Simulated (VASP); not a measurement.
A run of VASP 6.6.1:

The input INCAR:

```
SYSTEM = MgO
PREC = Accurate ; ENCUT = 520
EDIFF = 1E-6 ; ISMEAR = 0
SIGMA = 0.02 ; LREAL = .FALSE.
LASPH = .TRUE. ; NELM = 80
ALGO = Normal ; ISIF = 2
LWAVE = .FALSE. ; LCHARG = .FALSE.
GGA = PE ; NBANDS = 11
```

The input KPOINTS:

```
regular mesh
0
G
  10 10 10
  0 0 0
```

POSCAR

```
MgO
1.0
    2.6329533867      0.0000000000      0.0000000000
    0.0000000000      2.6329533867      0.0000000000
    0.0000000000      0.0000000000      2.6329533867
Mg O
1 1
Direct
    0.0000000000      0.0000000000      0.0000000000
    0.5000000000      0.5000000000      0.5000000000
```

Potentials or basis: VASP PAW PBE potentials, release 64 (Mg, O).

The run is started by

```bash
$ cat potpaw_PBE.64/Mg/POTCAR potpaw_PBE.64/O/POTCAR > POTCAR
$ mpirun -np 1 vasp_std > vasp.out
```

Hardware: 1 thread of Intel(R) Xeon(R) 6975P-C (Granite Rapids), with other jobs on the host.

Q: Estimate the wall time of this run.

A: It took 3.8 s on 1 thread of Intel(R) Xeon(R) 6975P-C (Granite Rapids), on a shared host, peak memory 0.13 GiB. Counts: scf iterations 12, k points 56.
